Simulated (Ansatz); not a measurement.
NaCl in Ansatz: convergence with n extra bands

Input of the first run (n extra bands 1); the others differ in this setting and in those tied to it:

File input.yaml:

```yaml
crystal:
  lattice:
    - [3.50219, 0.0, 0.0]
    - [0.0, 3.50219, 0.0]
    - [0.0, 0.0, 3.50219]
  atoms:
    - { symbol: Cl, position: [0.498263, 0.496396, 0.501942] }
    - { symbol: Na, position: [-0.00929, 0.001483, -0.007313] }
hamiltonian:
  xc: pbe
  pseudopotentials: { kind: paw, source: jth }
kpoints:
  mp_grid: { grid: [6, 6, 6] }
scf:
  occupations: { method: gaussian, width: 0.05 }
  n_extra_bands: 1
output:
  forces: true
  stress: true
  eigenvalues: true
```

Potentials or basis: JTH PAW.

Run with:

```console
$ ansatz run input.yaml --threads 2 --pin off --max-ram 5632MiB --backend cpu --events-out ev --progress --plain --runs-dir out
```

The cell isn't the ideal one: atoms moved at random, drawn with an rms of 0.05 Å.

The cell comes from a database or a generator and needn't be the stable form of this composition.

Hardware: 2 threads of Intel(R) Xeon(R) Processor @ 2.50GHz (Skylake/Cascade Lake), with other jobs on the host.

```
n extra bands  energy less the tightest run, at zero smearing (meV/atom)  SCF cycles  CPU time (s)  peak memory (GiB)
            1                                                       0.00           8            43               0.69
            2                                                       0.00           7            41                0.7
            4                                                       0.00           7            56               0.76
            8                                                       0.00           8            61               0.83
           16                                                       0.00           8            78                  1
           32                                                       0.00           7           110                1.3
```

Against the tightest run, the energy stays within 1 meV/atom from 1 on. The tightest run that finished is the yardstick and may itself not be fully converged.
